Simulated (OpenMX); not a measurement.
Runs of OpenMX 3.8.5 on ZnS (Wurtzite-2H). The structure is hexagonal, space group P6_3mc (No. 186). Conventional cell: a = 3.811 Å, b = 3.811 Å, c = 6.234 Å, α = 90.00°, β = 90.00°, γ = 120.00°. Zn (site symmetry 3m) is surrounded by 4 S at 2.31 to 2.40 Å. S (site symmetry 3m) is surrounded by 4 Zn at 2.31 to 2.40 Å. 

```tsv
level	potentials or basis	k mesh	gap on the mesh (eV)	pressure (GPa)	largest force (eV/Å)
PBE	OpenMX 2013 PBE set, Zn6.0H-s3p2d2, S7.0-s2p2d1f1, grid cutoff 500 Ry	7 × 7 × 5	2.47	5.4	0.36
PBE	OpenMX 2013 PBE set, Zn6.0H-s3p2d2, S7.0-s2p2d1f1, grid cutoff 500 Ry	9 × 9 × 5	2.47	5.4	0.36
LDA	OpenMX 2013 LDA set, Zn6.0H-s3p2d2, S7.0-s2p2d1f1, grid cutoff 500 Ry	7 × 7 × 5	(b)	-1.7	0.33
PBE	OpenMX 2013 PBE set, Zn6.0H-s3p2d2f1, S7.0-s3p2d2f1, grid cutoff 500 Ry	9 × 9 × 5	2.38	(a)	0.34
```

Alike in all rows: task band structure; no spin polarisation; cell as given; smearing fermi-dirac 0.05 eV.

Task: Fill in the values left out.

Result: (a) 4.8; (b) 2.21.

Caveats: the basis of atomic orbitals isn't converged, which shifts pressures, moduli and gaps.

A k mesh can miss the band edges.

Not every run made on this cell is shown here.
